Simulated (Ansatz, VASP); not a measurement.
# Two plane-wave programs on Hf

```
CELL_PARAMETERS angstrom
3.20238 0.00000 0.00000
-1.60119 2.77334 0.00000
0.00000 0.00000 10.21790
ATOMIC_POSITIONS crystal
Hf 0.00000 0.00000 0.00000
Hf 0.33333 0.66667 0.25000
Hf 0.00000 0.00000 0.50000
Hf 0.66667 0.33333 0.75000
```

Alike in both runs: functional PBE; k mesh 15 × 15 × 4; occupations gaussian, width 0.1 eV; no spin polarisation.

Ansatz relaxed the structure, and its values are those at the end. VASP's run is a single point on that final structure, the one shown.

|  | VASP | Ansatz |
| --- | --- | --- |
| version | VASP 6.6.1 | Ansatz 0.2.0 |
| potentials or method | VASP PAW PBE potentials, release 64 (Hf_pv) | scalar-relativistic, plane waves, PAW |
| plane-wave cutoff (eV) | 520 | 420 |
| valence electrons in the cell | 40 | 104 |

|  | VASP | Ansatz | Ansatz less VASP |
| --- | --- | --- | --- |
| gap on the k mesh at the Fermi level (eV) | none | none | - |
| pressure (GPa) | -0.4 | 0.0 | +0.43 |

A gap of «none» marks a metal or a gap that the smearing closes. The two sets of potentials don't hold the same shells in valence.

The runs have no spin-orbit coupling, so splittings on Hf are missing.
